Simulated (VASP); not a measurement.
# Ag: band structure with LDA

Ag:

```
Ag
1.0
     0.00000    2.02576    2.02576
     2.02576    0.00000    2.02576
     2.02576    2.02576    0.00000
Ag
1
Cartesian
  0.0000 0.0000 0.0000
```

- Program: VASP 6.6.1
- Task: band structure
- Functional: LDA
- Potentials or basis: VASP PAW LDA potentials, release 64 (Ag)
- Cutoff: 520 eV
- k mesh: 16 × 16 × 16
- Occupations: methfessel-paxton, width 0.1 eV
- Spin: no spin polarisation
- Further INCAR settings: ALGO = Normal; EDIFF = 1e-06

```yaml
Pressure: -4.6 GPa
Band_gap_along_the_path: none (metal or under the smearing width)
```

Levels at the corners of the path, in eV from the Fermi level:
```
point  band 1  band 2  band 3  band 4  band 5  band 6  band 7  band 8  band 9
    Γ   -7.96   -4.81   -4.81   -4.81   -3.71   -3.71   16.13   19.78   19.78
    X   -6.53   -6.39   -2.90   -2.65   -2.65    1.57    6.97   10.74   10.74
    X   -6.53   -6.39   -2.90   -2.65   -2.65    1.57    6.97   10.74   10.74
    W   -5.74   -5.11   -5.11   -3.71   -2.65    6.07    6.07    7.12    8.43
    W   -5.74   -5.11   -5.11   -3.71   -2.65    6.07    6.07    7.12    8.43
    K   -6.08   -5.64   -4.07   -3.48   -2.95    4.38    5.35    7.35   12.92
    K   -6.08   -5.64   -4.07   -3.48   -2.95    4.38    5.35    7.35   12.92
    Γ   -7.96   -4.81   -4.81   -4.81   -3.71   -3.71   16.13   19.78   19.78
    Γ   -7.96   -4.81   -4.81   -4.81   -3.71   -3.71   16.13   19.78   19.78
    L   -6.50   -4.83   -4.83   -2.87   -2.87   -0.45    3.77   15.39   18.04
    L   -6.50   -4.83   -4.83   -2.87   -2.87   -0.45    3.77   15.39   18.04
    U   -6.08   -5.64   -4.07   -3.48   -2.95    4.38    5.35    7.35   12.92
    U   -6.08   -5.64   -4.07   -3.48   -2.95    4.38    5.35    7.35   12.92
    W   -5.74   -5.11   -5.11   -3.71   -2.65    6.07    6.07    7.12    8.43
    W   -5.74   -5.11   -5.11   -3.71   -2.65    6.07    6.07    7.12    8.43
    L   -6.50   -4.83   -4.83   -2.87   -2.87   -0.45    3.77   15.39   18.04
    L   -6.50   -4.83   -4.83   -2.87   -2.87   -0.45    3.77   15.39   18.04
    K   -6.08   -5.64   -4.07   -3.48   -2.95    4.38    5.35    7.35   12.92
    U   -6.08   -5.64   -4.07   -3.48   -2.95    4.38    5.35    7.35   12.92
    X   -6.53   -6.39   -2.90   -2.65   -2.65    1.57    6.97   10.74   10.74
```

Wall time 5.9 s on 4 MPI ranks on Intel(R) Xeon(R) Platinum 8259CL CPU @ 2.50GHz (Skylake/Cascade Lake), with other jobs on the host, peak memory 0.15 GiB a rank.
